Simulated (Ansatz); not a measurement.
A plane-wave DFT run in Ansatz 0.2.0 (scalar-relativistic PAW potentials unless the input names others): input and command.

```yaml
crystal:
  lattice:
    - [0.0, 2.2738965916, 2.2738965916]
    - [2.2738965916, 0.0, 2.2738965916]
    - [2.2738965916, 2.2738965916, 0.0]
  atoms:
    - { symbol: Hf, position: [0.0125874403, 0.012212158, -0.0380797417] }
    - { symbol: "N", position: [0.4874125597, 0.487787842, 0.5380797417] }
basis:
  ecutwfc: 420
kpoints:
  mp_grid: { grid: [12, 12, 12] }
hamiltonian:
  xc: pbe
scf:
  occupations: { method: gaussian, width: 0.15 }
  lower_state_search: light
  initial_density: { chi_scale: 0.1 }
output:
  forces: true
  eigenvalues: true
  stress: true
```

```bash
ansatz run input.yaml --threads 2 --pin off --max-ram 5120MiB --backend cpu --events-out ev --progress --plain --runs-dir out
```

Abridged log:
```
Pseudopotentials: kind: paw
Pseudopotential: Hf, paw, valence charge 26, recommended cutoff 420 eV (normal)
Pseudopotential: N, paw, valence charge 5, recommended cutoff 420 eV (normal)
Functional definition: PBE
Crystal: 2 atoms, lattice volume = 23.515 Å³
Basis set: ecut = 420 eV, 459 PW (Γ), exchange–correlation on 48×48×48 points (8 copies of the dense FFT grid, shifted against one another)
Bands: 20, of which v1, the nominal top of the filled ones, is band 16 counted from 1 (15 counted from 0)
Symmetry: 1 space group operations
Space group: P1 (ITA 1), of the structure as read, at distance tolerance 2.9e-5 Å
k-points: 868 of 1728 (time reversal used)
Initial density: superposition of atomic densities (chi_scale 0.1, normalization cell, long waves kept (reshape's long-wave potential 0.00 eV rms))
Initial wavefunctions: pseudopotential atomic-orbital guess
Functional: x = pbe(κ = 0.804, μ = 0.21951497), c = pbe(β = 0.06672455)
SCF iter   1: F=—  HF=-16108.528578 eV  |F-HF|=—  |Δ(HF+E_count)|=         —  Δρ=5.10e-2  dr2=3.78e-1  ethr=3.10e-3  ⟨swp⟩=4.6  Hψ=69650  notcnv=0
SCF iter   2: F=—  HF=-16108.487215 eV  |F-HF|=—  |Δ(HF+E_count)|=   4.14e-2  Δρ=3.01e-2  dr2=9.98e-2  ethr=1.22e-3  ⟨swp⟩=1.7  Hψ=25298  notcnv=0  defer=173
SCF iter   3: F=—  HF=-16108.480670 eV  |F-HF|=—  |Δ(HF+E_count)|=   6.54e-3  Δρ=7.50e-3  dr2=1.14e-2  ethr=3.22e-4  ⟨swp⟩=1.0  Hψ=17113  notcnv=0  defer=173
SCF iter   4: F=—  HF=-16108.479839 eV  |F-HF|=—  |Δ(HF+E_count)|=   8.31e-4  Δρ=1.90e-3  dr2=5.10e-4  ethr=3.68e-5  ⟨swp⟩=2.1  Hψ=20500  notcnv=0  defer=173
SCF iter   5: F=—  HF=-16108.480056 eV  |F-HF|=—  |Δ(HF+E_count)|=   2.16e-4  Δρ=8.96e-4  dr2=1.17e-4  ethr=1.64e-6  ⟨swp⟩=2.3  Hψ=31005  notcnv=0  defer=173
SCF iter   6: F=—  HF=-16108.479801 eV  |F-HF|=—  |Δ(HF+E_count)|=   2.55e-4  Δρ=2.37e-4  dr2=8.24e-6  ethr=3.77e-7  ⟨swp⟩=3.1  Hψ=36565  notcnv=0  defer=234
SCF iter   7: F=—  HF=-16108.479796 eV  |F-HF|=—  |Δ(HF+E_count)|=   4.61e-6  Δρ=3.72e-5  dr2=2.93e-7  ethr=2.66e-8  ⟨swp⟩=2.6  Hψ=29793  notcnv=0  defer=246
SCF iter   8: F=-16108.479796 eV  HF=-16108.479796 eV  |F-HF|=2.96e-8  |Δ(HF+E_count)|=   3.84e-7  Δρ=7.14e-6  dr2=7.75e-9  ethr=3.23e-10  ⟨swp⟩=7.8  Hψ=93669  notcnv=0
SCF 1 converged in 8 iterations: F = -16108.479796 eV  dr2 = 7.75e-9
SCF converged after 8 iterations
Free energy (F): -16108.479796 eV
Harris-Foulkes:  -16108.479796 eV  (|F-HF|=2.96e-8)
Internal energy: -16108.473072 eV  (E = F + TS)
E sigma→0 (E₀):  -16108.476434 eV
Entropy (-TS):   -0.006724 eV (-3.362 meV/atom)
Fermi energy:    23.396098 eV
--- Forces (eV/Å), atoms counted from 1 ---
  atom   1  Hf     1.27475311     1.25538734    -1.21979498
  atom   2  N     -1.27471414    -1.25534870     1.21975726
--- Stress (GPa, compression-positive) ---
        5.021037      -0.466152       0.443750
       -0.466152       4.871953       0.431821
        0.443750       0.431821       4.603389
  P = ⅓ Tr σ = 4.8321 GPa (48.321 kbar)
```

Apart from outputs and empty bands, the input differs from a reference run on usual settings in scf.lower_state_search: not typed → "light"; scf.initial_density.chi_scale: not typed → 0.1. The reference, at the same geometry (not necessarily relaxed), gave pressure 4.83 GPa, largest force 2.165 eV/Å, no gap on the mesh. This run converged in 8 SCF iterations (reference: 6) with an energy at zero smearing within 0.01 meV/atom of the reference's, pressure 4.83 GPa, largest force 2.165 eV/Å, no gap on the mesh.

The run took 18 s on 2 threads of Arm Neoverse V2, with other jobs on the host, peak memory 0.66 GiB.